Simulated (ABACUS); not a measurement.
Crystal: Zn.

```
CELL_PARAMETERS angstrom
2.67000 0.00000 0.00000
-1.33500 2.31229 0.00000
0.00000 0.00000 4.96600
ATOMIC_POSITIONS crystal
Zn 0.66667 0.33333 0.75000
Zn 0.33333 0.66667 0.25000
```

- Program: ABACUS 3.10.1
- Task: relaxation of cell and atoms
- Functional: HLE16
- Potentials or basis: Ansatz NC PBE
- Cutoff: 1143 eV
- Density cutoff: 4572 eV
- Basis: plane waves
- k mesh: 9 × 9 × 5
- Occupations: fermi-dirac, width 0.05 eV
- Spin: no spin polarisation

At the start: pressure -8.5 GPa; volume 15.33 Å³/atom.

Q: How do energy, volume and symmetry change on relaxing?

A: Over 9 steps the energy falls by 103.6 meV/atom and the volume is 13.18 Å³/atom (-14.0 %); space group P6_3/mmc (No. 194, to 0.05 Å).

Step by step:
```tsv
step	energy change (eV)	largest force (eV/Å)	pressure (GPa)	volume (Å³)
1	0.0000	0.0000	-8.55	30.66
2	-0.1175	0.0000	-0.27	27.05
3	-0.1179	0.0000	0.20	26.87
4	-0.1346	0.0000	-0.12	26.84
5	-0.1670	0.0000	-0.51	26.77
6	-0.2059	0.0000	-0.87	26.59
7	-0.2054	0.0000	-0.61	26.53
8	-0.2034	0.0000	0.94	26.10
9	-0.2072	0.0000	-0.03	26.36
```

Final structure:
```
CELL_PARAMETERS angstrom
2.65387 0.00000 0.00000
-1.32694 2.29832 0.00000
0.00000 0.00000 4.32144
ATOMIC_POSITIONS crystal
Zn 0.66667 0.33333 0.75000
Zn 0.33333 0.66667 0.25000
```

Caveat: the potentials were made for a functional far from this one; the potentials were made for another functional, which shifts forces and pressure; the volume moved by -14 % from the deposited cell, more than functionals usually miss.
